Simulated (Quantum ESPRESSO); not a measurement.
# 2H-MoS2, 2 layers, AA' stacking: a series in biaxial strain, part 6 of 8

Aim: how the results for 2H-MoS2, 2 layers, AA' stacking change with biaxial strain.

Quantum ESPRESSO 7.5; plane-wave DFT, PBE, GBRV ultrasoft pseudopotentials.

So far. Step 6 (Band structure, -4 %): Along this path the valence top lies at K and the conduction bottom between K and Γ. Step 7 (Relaxing the ions, -3 %): The relaxation lowers the energy by 7 meV an atom.

## (9) Relaxation with pw.x, 3 %

Level of this step: plane-wave DFT, PBE-D3(BJ), GBRV ultrasoft pseudopotentials (Quantum ESPRESSO 7.5).

m7.relax.in

```
&control
  prefix = 'm7.relax'
  outdir = './out'
  pseudo_dir = './pseudo'
  nstep = 40
  forc_conv_thr = 0.0003
  calculation = 'relax'
  tstress = .true.
/
&system
  ibrav = 0
  nat = 6
  ntyp = 2
  ecutwfc = 50
  ecutrho = 250
  vdw_corr = 'grimme-d3'
  dftd3_version = 4
  occupations = 'smearing'
  smearing = 'fd'
  degauss = 0.002
/
&electrons
  conv_thr = 1e-09
  mixing_beta = 0.4
  electron_maxstep = 120
  mixing_mode = 'plain'
/
&ions
/
ATOMIC_SPECIES
  S   32.0600  s_pbe_v1.4.uspp.F.UPF
  Mo  95.9500  mo_pbe_v1.uspp.F.UPF
CELL_PARAMETERS angstrom
  3.24775679202000 0.00000000000000 0.00000000000000
  -1.62387839601000 2.81263988711000 0.00000000000000
  0.00000000000000 0.00000000000000 24.72519547600000
ATOMIC_POSITIONS crystal
  S   0.333333333300 0.666666666700 0.312992677600
  Mo  0.000000000000 0.000000000000 0.376346394700
  S   0.333333333300 0.666666666700 0.439650115000
  S   0.000000000000 0.000000000000 0.560349885000
  Mo  0.333333333300 0.666666666700 0.623653605300
  S   0.000000000000 0.000000000000 0.687007322400
K_POINTS automatic
  12 12 1 0 0 0
```

The run is started by

```console
$ OMP_NUM_THREADS=1 mpirun -n 4 pw.x -nk 4 -in m7.relax.in > m7.relax.out
```

The log of the run:

```text
[banner, memory and clock lines left out]
Program PWSCF v.7.5 starts
[...]
Message from routine setup:
[...]
number of electrons       =        52.00
     number of Kohn-Sham states=           31
     kinetic-energy cutoff     =      50.0000  Ry
     charge density cutoff     =     250.0000  Ry
[...]
number of k points=    19  Fermi-Dirac smearing, width (Ry)=  0.0020
[...]
Dense  grid:   101947 G-vectors     FFT dimensions: (  36,  36, 240)
[...]
negative rho (up, down):  2.894E-03 0.000E+00
     Starting wfcs are   42 randomized atomic wfcs
[...]
negative rho (up, down):  2.942E-03 0.000E+00
[...]
estimated scf accuracy    <       0.17135798 Ry
[...]
negative rho (up, down):  2.948E-03 0.000E+00
[...]
estimated scf accuracy    <       0.02917059 Ry
[...]
negative rho (up, down):  2.969E-03 0.000E+00
[...]
estimated scf accuracy    <       0.03225369 Ry
[...]
negative rho (up, down):  2.961E-03 0.000E+00
[...]
estimated scf accuracy    <       0.00490057 Ry
[...]
negative rho (up, down):  2.944E-03 0.000E+00
[...]
estimated scf accuracy    <       0.00592466 Ry
[...]
negative rho (up, down):  2.946E-03 0.000E+00
[...]
estimated scf accuracy    <       0.00050948 Ry
[...]
negative rho (up, down):  2.939E-03 0.000E+00
[...]
estimated scf accuracy    <       0.00014148 Ry
[...]
negative rho (up, down):  2.939E-03 0.000E+00
[...]
estimated scf accuracy    <       0.00005107 Ry
[...]
negative rho (up, down):  2.937E-03 0.000E+00
[...]
estimated scf accuracy    <       0.00000072 Ry
[...]
negative rho (up, down):  2.937E-03 0.000E+00
[...]
estimated scf accuracy    <       0.00000189 Ry
[...]
negative rho (up, down):  2.937E-03 0.000E+00
[...]
estimated scf accuracy    <       0.00000020 Ry
[...]
negative rho (up, down):  2.937E-03 0.000E+00
[...]
estimated scf accuracy    <       0.00000002 Ry
[...]
negative rho (up, down):  2.937E-03 0.000E+00
[...]
estimated scf accuracy    <          1.3E-09 Ry
[...]
negative rho (up, down):  2.937E-03 0.000E+00
[...]
estimated scf accuracy    <          1.2E-09 Ry
[...]
negative rho (up, down):  2.937E-03 0.000E+00
[...]
the Fermi energy is     2.7691 ev
!    total energy              =    -375.60398088 Ry
     estimated scf accuracy    <          3.5E-10 Ry
     smearing contrib. (-TS)   =      -0.00000000 Ry
     internal energy E=F+TS    =    -375.60398088 Ry
[...]
one-electron contribution =   -2531.33488631 Ry
     hartree contribution      =    1271.64533877 Ry
     xc contribution           =     -72.36992746 Ry
     ewald contribution        =     956.60395079 Ry
[...]
convergence has been achieved in  15 iterations
     negative rho (up, down):  2.937E-03 0.000E+00
[...]
Total force =     0.041918     Total SCF correction =     0.000108
[...]
negative rho (up, down):  2.937E-03 0.000E+00
[...]
negative rho (up, down):  2.948E-03 0.000E+00
[...]
negative rho (up, down):  2.948E-03 0.000E+00
[...]
estimated scf accuracy    <       0.00007777 Ry
[...]
negative rho (up, down):  2.947E-03 0.000E+00
[...]
estimated scf accuracy    <       0.00011172 Ry
[...]
negative rho (up, down):  2.945E-03 0.000E+00
[...]
estimated scf accuracy    <       0.00000630 Ry
[...]
negative rho (up, down):  2.945E-03 0.000E+00
[...]
estimated scf accuracy    <       0.00003022 Ry
[...]
negative rho (up, down):  2.945E-03 0.000E+00
[...]
estimated scf accuracy    <       0.00000235 Ry
[...]
negative rho (up, down):  2.945E-03 0.000E+00
[...]
estimated scf accuracy    <       0.00000066 Ry
[...]
negative rho (up, down):  2.945E-03 0.000E+00
[...]
estimated scf accuracy    <       0.00000004 Ry
[...]
negative rho (up, down):  2.945E-03 0.000E+00
[...]
estimated scf accuracy    <       0.00000002 Ry
[...]
negative rho (up, down):  2.945E-03 0.000E+00
[...]
the Fermi energy is     2.7631 ev
!    total energy              =    -375.60542129 Ry
     estimated scf accuracy    <          1.1E-10 Ry
     smearing contrib. (-TS)   =      -0.00000000 Ry
     internal energy E=F+TS    =    -375.60542129 Ry
[...]
one-electron contribution =   -2536.10172256 Ry
     hartree contribution      =    1274.01424211 Ry
     xc contribution           =     -72.40161048 Ry
     ewald contribution        =     959.03229344 Ry
[...]
convergence has been achieved in   9 iterations
     negative rho (up, down):  2.945E-03 0.000E+00
[...]
Total force =     0.026738     Total SCF correction =     0.000063
[...]
negative rho (up, down):  2.945E-03 0.000E+00
[...]
negative rho (up, down):  2.959E-03 0.000E+00
[...]
negative rho (up, down):  2.958E-03 0.000E+00
[...]
estimated scf accuracy    <       0.00008950 Ry
[...]
negative rho (up, down):  2.957E-03 0.000E+00
[...]
estimated scf accuracy    <       0.00011939 Ry
[...]
negative rho (up, down):  2.956E-03 0.000E+00
[...]
estimated scf accuracy    <       0.00000720 Ry
[...]
negative rho (up, down):  2.956E-03 0.000E+00
[...]
estimated scf accuracy    <       0.00003212 Ry
[...]
negative rho (up, down):  2.956E-03 0.000E+00
[...]
estimated scf accuracy    <       0.00000263 Ry
[...]
negative rho (up, down):  2.956E-03 0.000E+00
[...]
estimated scf accuracy    <       0.00000094 Ry
[...]
negative rho (up, down):  2.956E-03 0.000E+00
[...]
estimated scf accuracy    <       0.00000004 Ry
[...]
negative rho (up, down):  2.956E-03 0.000E+00
[...]
estimated scf accuracy    <       0.00000003 Ry
[...]
negative rho (up, down):  2.956E-03 0.000E+00
[...]
estimated scf accuracy    <          8.5E-10 Ry
[...]
negative rho (up, down):  2.956E-03 0.000E+00
[...]
estimated scf accuracy    <          6.2E-10 Ry
[...]
negative rho (up, down):  2.956E-03 0.000E+00
[...]
estimated scf accuracy    <          2.7E-10 Ry
[...]
negative rho (up, down):  2.956E-03 0.000E+00
[...]
the Fermi energy is     2.7559 ev
!    total energy              =    -375.60625454 Ry
     estimated scf accuracy    <          2.0E-11 Ry
     smearing contrib. (-TS)   =      -0.00000000 Ry
     internal energy E=F+TS    =    -375.60625454 Ry
[...]
one-electron contribution =   -2541.40154030 Ry
     hartree contribution      =    1276.64762718 Ry
     xc contribution           =     -72.43653819 Ry
     ewald contribution        =     961.73300593 Ry
[...]
estimated scf accuracy    <       0.00000003 Ry
[...]
negative rho (up, down):  2.966E-03 0.000E+00
[...]
estimated scf accuracy    <       0.00000014 Ry
[...]
negative rho (up, down):  2.966E-03 0.000E+00
[...]
estimated scf accuracy    <          7.0E-09 Ry
[...]
negative rho (up, down):  2.966E-03 0.000E+00
[...]
estimated scf accuracy    <          3.4E-09 Ry
[...]
negative rho (up, down):  2.966E-03 0.000E+00
[...]
estimated scf accuracy    <          1.7E-09 Ry
[...]
negative rho (up, down):  2.966E-03 0.000E+00
[...]
estimated scf accuracy    <          1.4E-10 Ry
[...]
negative rho (up, down):  2.966E-03 0.000E+00
[...]
estimated scf accuracy    <          1.5E-10 Ry
[...]
negative rho (up, down):  2.966E-03 0.000E+00
[...]
the Fermi energy is     2.7519 ev
!    total energy              =    -375.60638037 Ry
     estimated scf accuracy    <          1.1E-11 Ry
     smearing contrib. (-TS)   =      -0.00000000 Ry
     internal energy E=F+TS    =    -375.60638037 Ry
[...]
one-electron contribution =   -2544.77618112 Ry
     hartree contribution      =    1278.32538859 Ry
     xc contribution           =     -72.45636946 Ry
     ewald contribution        =     963.44970524 Ry
[...]
convergence has been achieved in   8 iterations
     negative rho (up, down):  2.966E-03 0.000E+00
[...]
Total force =     0.000952     Total SCF correction =     0.000023
[...]
negative rho (up, down):  2.966E-03 0.000E+00
[...]
WARNING: bfgs curvature condition failed, Theta= 0.906
[...]
negative rho (up, down):  2.969E-03 0.000E+00
[...]
negative rho (up, down):  2.969E-03 0.000E+00
[...]
estimated scf accuracy    <       0.00000005 Ry
[...]
negative rho (up, down):  2.969E-03 0.000E+00
[...]
estimated scf accuracy    <       0.00000015 Ry
[...]
negative rho (up, down):  2.969E-03 0.000E+00
[...]
estimated scf accuracy    <          9.8E-09 Ry
[...]
negative rho (up, down):  2.969E-03 0.000E+00
[...]
estimated scf accuracy    <          5.0E-09 Ry
[...]
negative rho (up, down):  2.969E-03 0.000E+00
[...]
estimated scf accuracy    <          3.8E-10 Ry
[...]
negative rho (up, down):  2.969E-03 0.000E+00
[...]
estimated scf accuracy    <          1.3E-10 Ry
[...]
negative rho (up, down):  2.969E-03 0.000E+00
[...]
the Fermi energy is     2.7521 ev
!    total energy              =    -375.60638161 Ry
     estimated scf accuracy    <          6.0E-12 Ry
     smearing contrib. (-TS)   =      -0.00000000 Ry
     internal energy E=F+TS    =    -375.60638161 Ry
[...]
one-electron contribution =   -2545.02206214 Ry
     hartree contribution      =    1278.44839734 Ry
     xc contribution           =     -72.45613380 Ry
     ewald contribution        =     963.57234648 Ry
[...]
convergence has been achieved in   7 iterations
     negative rho (up, down):  2.969E-03 0.000E+00
[...]
Total force =     0.000944     Total SCF correction =     0.000007
[...]
negative rho (up, down):  2.969E-03 0.000E+00
[...]
negative rho (up, down):  2.974E-03 0.000E+00
[...]
negative rho (up, down):  2.974E-03 0.000E+00
[...]
estimated scf accuracy    <       0.00000012 Ry
[...]
negative rho (up, down):  2.974E-03 0.000E+00
[...]
estimated scf accuracy    <       0.00000045 Ry
[...]
negative rho (up, down):  2.974E-03 0.000E+00
[...]
estimated scf accuracy    <       0.00000004 Ry
[...]
negative rho (up, down):  2.974E-03 0.000E+00
[...]
estimated scf accuracy    <       0.00000003 Ry
[...]
negative rho (up, down):  2.974E-03 0.000E+00
[...]
estimated scf accuracy    <          3.1E-09 Ry
[...]
negative rho (up, down):  2.974E-03 0.000E+00
[...]
estimated scf accuracy    <          1.7E-10 Ry
[...]
negative rho (up, down):  2.974E-03 0.000E+00
[...]
estimated scf accuracy    <          1.8E-11 Ry
[...]
negative rho (up, down):  2.974E-03 0.000E+00
[...]
estimated scf accuracy    <          3.3E-11 Ry
[...]
negative rho (up, down):  2.974E-03 0.000E+00
[...]
the Fermi energy is     2.7523 ev
!    total energy              =    -375.60638364 Ry
     estimated scf accuracy    <          1.4E-12 Ry
     smearing contrib. (-TS)   =      -0.00000000 Ry
     internal energy E=F+TS    =    -375.60638363 Ry
[...]
one-electron contribution =   -2545.46725005 Ry
     hartree contribution      =    1278.67112261 Ry
     xc contribution           =     -72.45593536 Ry
     ewald contribution        =     963.79461959 Ry
[...]
convergence has been achieved in   9 iterations
     negative rho (up, down):  2.974E-03 0.000E+00
[...]
the Fermi energy is     2.7544 ev
!    total energy              =    -375.60639858 Ry
     estimated scf accuracy    <          1.6E-12 Ry
     smearing contrib. (-TS)   =      -0.00000000 Ry
     internal energy E=F+TS    =    -375.60639858 Ry
[...]
one-electron contribution =   -2549.14599965 Ry
     hartree contribution      =    1280.51078155 Ry
     xc contribution           =     -72.45558496 Ry
     ewald contribution        =     965.63343723 Ry
[...]
convergence has been achieved in   9 iterations
     negative rho (up, down):  3.011E-03 0.000E+00
[...]
Total force =     0.001077     Total SCF correction =     0.000008
[...]
negative rho (up, down):  3.011E-03 0.000E+00
[...]
negative rho (up, down):  3.036E-03 0.000E+00
[...]
negative rho (up, down):  3.036E-03 0.000E+00
[...]
estimated scf accuracy    <       0.00000625 Ry
[...]
negative rho (up, down):  3.036E-03 0.000E+00
[...]
estimated scf accuracy    <       0.00002598 Ry
[...]
negative rho (up, down):  3.035E-03 0.000E+00
[...]
estimated scf accuracy    <       0.00000089 Ry
[...]
negative rho (up, down):  3.035E-03 0.000E+00
[...]
estimated scf accuracy    <       0.00000027 Ry
[...]
negative rho (up, down):  3.035E-03 0.000E+00
[...]
estimated scf accuracy    <       0.00000005 Ry
[...]
negative rho (up, down):  3.035E-03 0.000E+00
[...]
estimated scf accuracy    <       0.00000002 Ry
[...]
negative rho (up, down):  3.035E-03 0.000E+00
[...]
estimated scf accuracy    <          4.6E-10 Ry
[...]
negative rho (up, down):  3.035E-03 0.000E+00
[...]
estimated scf accuracy    <          1.2E-09 Ry
[...]
negative rho (up, down):  3.035E-03 0.000E+00
[...]
estimated scf accuracy    <          1.3E-10 Ry
[...]
negative rho (up, down):  3.035E-03 0.000E+00
[...]
estimated scf accuracy    <          2.6E-11 Ry
[...]
negative rho (up, down):  3.035E-03 0.000E+00
[...]
the Fermi energy is     2.7559 ev
!    total energy              =    -375.60640866 Ry
     estimated scf accuracy    <          2.7E-12 Ry
     smearing contrib. (-TS)   =      -0.00000000 Ry
     internal energy E=F+TS    =    -375.60640865 Ry
[...]
one-electron contribution =   -2551.91952904 Ry
     hartree contribution      =    1281.89753684 Ry
     xc contribution           =     -72.45566438 Ry
     ewald contribution        =     967.02035090 Ry
[...]
convergence has been achieved in  11 iterations
     negative rho (up, down):  3.035E-03 0.000E+00
[...]
Total force =     0.001140     Total SCF correction =     0.000012
[...]
negative rho (up, down):  3.035E-03 0.000E+00
[...]
negative rho (up, down):  3.067E-03 0.000E+00
[...]
negative rho (up, down):  3.067E-03 0.000E+00
[...]
estimated scf accuracy    <       0.00001510 Ry
[...]
negative rho (up, down):  3.067E-03 0.000E+00
[...]
estimated scf accuracy    <       0.00006631 Ry
[...]
negative rho (up, down):  3.066E-03 0.000E+00
[...]
estimated scf accuracy    <       0.00000191 Ry
[...]
negative rho (up, down):  3.066E-03 0.000E+00
[...]
estimated scf accuracy    <       0.00000074 Ry
[...]
negative rho (up, down):  3.066E-03 0.000E+00
[...]
```

Wall time 10 min (4 MPI ranks of Arm Neoverse V2, shared host); peak memory 0.93 GiB.

Step by step:

```
step  energy less that of the first step (eV)  largest force (eV/Å)
   1                                   0.0000                0.5410
   2                                  -0.0196                0.3490
   3                                  -0.0309                0.1335
   4                                  -0.0326                0.0136
   5                                  -0.0326                0.0107
   6                                  -0.0327                0.0109
   7                                  -0.0327                0.0124
   8                                  -0.0327                0.0139
   9                                  -0.0328                0.0154
  10                                  -0.0329                0.0169
  11                                  -0.0330                0.0182
  12                                  -0.0332                0.0189
  13                                  -0.0334                0.0184
  14                                  -0.0337                0.0152
  15                                  -0.0337                0.0112
  16                                  -0.0337                0.0080
  17                                  -0.0337                0.0057
```

The atoms that moved most (Å):

```
atom     dx     dy      dz  length
  S1  0.000  0.000   0.065   0.065
  S6  0.000  0.000  -0.065   0.065
 Mo5  0.000  0.000  -0.035   0.035
 Mo2  0.000  0.000   0.035   0.035
```

Final coordinates:

```xyz
6
Lattice="3.2478 0.0000 0.0000 -1.6239 2.8126 0.0000 0.0000 0.0000 24.7252" Properties=species:S:1:pos:R:3
S     0.0000    1.8751    7.8038
Mo    0.0000    0.0000    9.3400
S     0.0000    1.8751   10.8749
S     0.0000    0.0000   13.8503
Mo    0.0000    1.8751   15.3852
S     0.0000    0.0000   16.9214
```

The relaxation lowers the energy by 6 meV an atom.

Read from the output:

```
free energy  : -5110.3862 eV
Fermi energy : 2.770 eV
```

## (10) SCF with pw.x, 3 %

Level of this step: plane-wave DFT, PBE, GBRV ultrasoft pseudopotentials (Quantum ESPRESSO 7.5).

m7.scf.in

```
&control
  prefix = 'm7.scf'
  outdir = './out'
  pseudo_dir = './pseudo'
  calculation = 'scf'
  tprnfor = .true.
/
&system
  ibrav = 0
  nat = 6
  ntyp = 2
  ecutwfc = 40
  ecutrho = 200
  occupations = 'smearing'
  smearing = 'fd'
  degauss = 0.002
  nbnd = 30
/
&electrons
  conv_thr = 1e-09
  mixing_beta = 0.4
  electron_maxstep = 120
  mixing_mode = 'plain'
/
ATOMIC_SPECIES
  S   32.0600  s_pbe_v1.4.uspp.F.UPF
  Mo  95.9500  mo_pbe_v1.uspp.F.UPF
CELL_PARAMETERS angstrom
  3.24775679202000 0.00000000000000 0.00000000000000
  -1.62387839601000 2.81263988711000 0.00000000000000
  0.00000000000000 0.00000000000000 24.72519547600000
ATOMIC_POSITIONS crystal
  S   0.333333333300 0.666666666700 0.315621559100
  Mo  0.000000000000 0.000000000000 0.377752483500
  S   0.333333333300 0.666666666700 0.439831110300
  S   0.000000000000 0.000000000000 0.560168889700
  Mo  0.333333333300 0.666666666700 0.622247516500
  S   0.000000000000 0.000000000000 0.684378440900
K_POINTS automatic
  12 12 1 0 0 0
```

The run is started by

```console
$ OMP_NUM_THREADS=1 mpirun -n 4 pw.x -nk 4 -in m7.scf.in > m7.scf.out
```

The log of the run:

```text
[banner, memory and clock lines left out]
Program PWSCF v.7.5 starts
[...]
Message from routine setup:
[...]
number of electrons       =        52.00
     number of Kohn-Sham states=           30
     kinetic-energy cutoff     =      40.0000  Ry
     charge density cutoff     =     200.0000  Ry
[...]
number of k points=    19  Fermi-Dirac smearing, width (Ry)=  0.0020
[...]
Dense  grid:    72709 G-vectors     FFT dimensions: (  27,  27, 216)
[...]
negative rho (up, down):  3.176E-03 0.000E+00
     Starting wfcs are   42 randomized atomic wfcs
[...]
negative rho (up, down):  3.203E-03 0.000E+00
[...]
estimated scf accuracy    <       0.17366269 Ry
[...]
negative rho (up, down):  3.201E-03 0.000E+00
[...]
estimated scf accuracy    <       0.02731772 Ry
[...]
negative rho (up, down):  3.211E-03 0.000E+00
[...]
estimated scf accuracy    <       0.02329657 Ry
[...]
negative rho (up, down):  3.201E-03 0.000E+00
[...]
estimated scf accuracy    <       0.00414423 Ry
[...]
negative rho (up, down):  3.184E-03 0.000E+00
[...]
estimated scf accuracy    <       0.00561553 Ry
[...]
negative rho (up, down):  3.185E-03 0.000E+00
[...]
estimated scf accuracy    <       0.00051025 Ry
[...]
negative rho (up, down):  3.178E-03 0.000E+00
[...]
estimated scf accuracy    <       0.00013401 Ry
[...]
negative rho (up, down):  3.177E-03 0.000E+00
[...]
estimated scf accuracy    <       0.00007631 Ry
[...]
negative rho (up, down):  3.176E-03 0.000E+00
[...]
estimated scf accuracy    <       0.00000218 Ry
[...]
negative rho (up, down):  3.175E-03 0.000E+00
[...]
estimated scf accuracy    <       0.00000612 Ry
[...]
negative rho (up, down):  3.175E-03 0.000E+00
[...]
estimated scf accuracy    <       0.00000048 Ry
[...]
negative rho (up, down):  3.175E-03 0.000E+00
[...]
estimated scf accuracy    <       0.00000025 Ry
[...]
negative rho (up, down):  3.175E-03 0.000E+00
[...]
estimated scf accuracy    <       0.00000003 Ry
[...]
negative rho (up, down):  3.175E-03 0.000E+00
[...]
estimated scf accuracy    <       0.00000001 Ry
[...]
negative rho (up, down):  3.175E-03 0.000E+00
[...]
the Fermi energy is     2.7703 ev
!    total energy              =    -375.45475803 Ry
     estimated scf accuracy    <          1.9E-10 Ry
     smearing contrib. (-TS)   =      -0.00000000 Ry
     internal energy E=F+TS    =    -375.45475803 Ry
[...]
one-electron contribution =   -2578.90340301 Ry
     hartree contribution      =    1295.38995167 Ry
     xc contribution           =     -72.46087440 Ry
     ewald contribution        =     980.51956770 Ry
     convergence has been achieved in  15 iterations
     negative rho (up, down):  3.175E-03 0.000E+00
[...]
Total force =     0.006719     Total SCF correction =     0.000096
[...]
```

Wall time 35 s (4 MPI ranks); peak memory 0.58 GiB; 2.3 min of CPU time.

Read from the output:

* free energy: -5108.3222 eV
* valence top, on the run's zero: 2.441 eV
* conduction bottom, on the run's zero: 3.137 eV
* gap by band count: 0.6962 eV

[end of part 6 of 8]

[Logs are printed without paths, hosts, clocks, repeated set-up lines and the standing remarks that a program may print on its own settings, such as how far it seeks lower states.]

[Hosts, paths, dates, database ids (printed as entryN), source tags and the programs' standing remarks are cut or masked in the printed files.]

[Maps of the electrostatic potential energy from Ansatz leave out the sawtooth potential of an applied field or a dipole correction, so their vacuum need not be flat; planar profiles and work functions include it.]
